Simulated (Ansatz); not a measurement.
## Convergence notes, G0W0 on CdSe (F-43m)

A 2-atom cell of CdSe (F-43m) from a materials database, relaxed with r2SCAN; one-shot G0W0 in Ansatz without spin-orbit coupling. The values are computed, spin-unpolarised, and not measurements.

```cif
data_structure
_symmetry_space_group_name_H-M 'P 1'
_symmetry_Int_Tables_number 1
_cell_length_a 4.3385
_cell_length_b 4.3385
_cell_length_c 4.3385
_cell_angle_alpha 60.000
_cell_angle_beta 60.000
_cell_angle_gamma 60.000
_cell_volume 57.74
loop_
_atom_site_label
_atom_site_type_symbol
_atom_site_fract_x
_atom_site_fract_y
_atom_site_fract_z
_atom_site_occupancy
Cd1 Cd 0.00000 0.00000 0.00000 1
Se1 Se 0.75000 0.75000 0.75000 1
```

Gaps are read over the mesh points alone. G0W0 values are finite-basis, finite-mesh values.

| start | potentials | frequency model | mesh | empty bands | screening cutoff (eV) | Kohn-Sham gap (eV) | G0W0 gap (eV) |
| --- | --- | --- | --- | --- | --- | --- | --- |
| PBE | PAW | contour deformation | 6×6×6 | 172 | 120 | 0.55 | 1.13 |
| HSE06 | PAW | contour deformation | 6×6×6 | 427 | 220 | 1.48 | 1.83 |
| r2SCAN | PAW | contour deformation | 6×6×6 | 427 | 220 | 1.04 | 1.54 |
| PBE0 | PAW | contour deformation | 6×6×6 | 427 | 220 | 2.08 | 2.03 |
| PBE | PAW | Godby-Needs pole | 6×6×6 | 427 | 220 | 0.55 | 1.29 |
| PBE | PAW | contour deformation | 8×8×8 | 93 | 80 | 0.56 | 1.16 |

G0W0 moves the gap on the mesh from 0.55 eV (PBE) to 1.13 eV (direct at Γ). Renormalisation factors Z lie between 0.69 and 0.75.

 On these meshes the dielectric constant comes out too large, which adds an error that these runs don't bound. r2SCAN runs take a wave cutoff of 500 eV.

The program warns that the k mesh is coarse for exact exchange in some of these runs, so their gaps aren't converged.

With a shallow d shell on the cation, G0W0 converges slowly in bands and cutoff, so these values are in doubt.
